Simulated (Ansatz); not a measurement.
# BP: a single-point run

Wanted: a converged single-point run for BP, and a check of what comes out. The structure is shown as the input types it. The cell is built on a prototype (CsCl type) and needn't be the phase found in nature.

Program: Ansatz 0.2.0. Level of theory: density functional or hybrid calculation with the settings of its input, plane waves (as first typed). These are calculated values, not measurements.

7 further runs of the same task are left out: 6 for a known fault of the program, 1 that didn't finish.

**1. The starting structure**

The structure is cubic, space group Pm-3m (No. 221). The conventional cell has a = 2.708 Å, b = 2.708 Å, c = 2.708 Å, α = 90.00°, β = 90.00°, γ = 90.00°. B (site symmetry m-3m) is surrounded by 8 P at 2.35 Å. P (site symmetry m-3m) has 8 B at 2.35 Å as nearest neighbours.

As a file:

```cif
data_structure
_symmetry_space_group_name_H-M 'P 1'
_symmetry_Int_Tables_number 1
_cell_length_a 2.7081
_cell_length_b 2.7081
_cell_length_c 2.7081
_cell_angle_alpha 90.000
_cell_angle_beta 90.000
_cell_angle_gamma 90.000
_cell_volume 19.86
loop_
_atom_site_label
_atom_site_type_symbol
_atom_site_fract_x
_atom_site_fract_y
_atom_site_fract_z
_atom_site_occupancy
B1 B 0.00000 0.00000 0.00000 1
P1 P 0.50000 0.50000 0.50000 1
```

**2. Running it**

input.yaml reads:

```yaml
crystal:
  lattice:
    - [2.7080526412, 0.0, 0.0]
    - [0.0, 2.7080526412, 0.0]
    - [0.0, 0.0, 2.7080526412]
  atoms:
    - { symbol: B, position: [0.0, 0.0, 0.0] }
    - { symbol: P, position: [0.5, 0.5, 0.5] }
kpoints:
  mp_grid: { grid: [6, 6, 6] }
hamiltonian:
  xc: pbesol
scf:
  occupations: { method: fermi_dirac, width: 0.02 }
  n_extra_bands: 4
  mixing: { beta: 0.005 }
  max_iter: 89
output:
  forces: true
  stress: true
  eigenvalues: true
```

On the command line:

```sh
$ ansatz run input.yaml --threads 4 --pin off --max-ram 3686MiB --backend cpu --events-out ev --progress --plain --runs-dir out
```

**Question.** How will this run end, and is anything wrong with its input?

The run converged and reported no error. That alone doesn't make the input a sound one.

The suspect setting: scf.mixing.beta is 0.005. The risk: mixing too weak. Here it converged all the same; such a setting changes the road, not the converged state.

The test: delete scf.mixing.beta (the default then holds).
